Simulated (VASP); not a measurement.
Set up this calculation in VASP 6.6.1, as the native input.

```
Task                   : relaxation of cell and atoms
Functional             : PBEsol
Potentials or basis    : VASP PAW PBE potentials, release 64 (Hf_pv, S)
Cutoff                 : 400 eV
k mesh                 : 12 × 12 × 6
Occupations            : gaussian, width 0.02 eV
Spin                   : no spin polarisation
Target pressure        : 6 GPa
Pressure (GPa)         : 6
Further INCAR settings : ALGO = Normal; EDIFF = 1e-07; IBRION = 2; EDIFFG = -0.003; NSW = 60; ISIF = 3
Target pressure        : 6 GPa
```

The structure of HfS2 lies in POSCAR:

```
HfS2
1.0
    3.6396641800      0.0000000000      0.0000000000
   -1.8198320900      3.1520416411      0.0000000000
    0.0000000000      0.0000000000      6.0555624700
Hf S
1 2
Direct
    0.0000000000      0.0000000000      0.0000000000
    0.6666666700      0.3333333300      0.7639520500
    0.3333333300      0.6666666700      0.2360479500
```

The cell is a database's computed one.

One way to write it, as run:

INCAR

```
SYSTEM = HfS2
PREC = Accurate
ENCUT = 400
EDIFF = 1E-7
ISMEAR = 0
SIGMA = 0.02
LREAL = .FALSE.
LASPH = .TRUE.
NELM = 80
ALGO = Normal
ISIF = 3
LWAVE = .FALSE.
LCHARG = .FALSE.
GGA = PS
IBRION = 2
NSW = 60
EDIFFG = -0.003
PSTRESS = 60
```

KPOINTS

```
Automatic mesh
0
G
  12 12 6
  0 0 0
```

Potentials or basis: VASP PAW PBE potentials, release 64 (Hf_pv, S).

Run with:

```sh
$ cat potpaw_PBE.64/Hf_pv/POTCAR potpaw_PBE.64/S/POTCAR > POTCAR
$ mpirun -np 1 vasp_std > vasp.out
```

It gave:

```
Relaxed volume                                         : 19.15 Å³/atom
Relaxed cell                                           : a = 3.499 Å, b = 3.499 Å, c = 5.420 Å, α = 90.00°, β = 90.00°, γ = 120.00°
Space group after relaxing (to 0.05 Å)                 : P-3m1 (No. 164)
Energy change on relaxing (the enthalpy is what falls) : +35.0 meV/atom
Ionic steps                                            : 27
Pressure after relaxing                                : 6.0 GPa
Band gap on the k mesh                                 : 0.17 eV, indirect (least direct gap 1.29 eV)
```

Caveat: the cell is relaxed towards a set pressure, so the enthalpy falls and the energy may rise; the volume moved by over 15 % at a fixed basis, so the end points are rough; the PAW data sets were made with another functional, which shifts forces and pressure a little; spin-orbit coupling is left out, which moves the levels of the heavy elements; this functional lacks dispersion, which binds the layers, so the pressure and a relaxed spacing across them are unreliable.

It took 9.8 min on 1 thread of Intel(R) Xeon(R) Platinum 8488C (Sapphire Rapids), with other jobs on the host, peak memory 0.21 GiB.
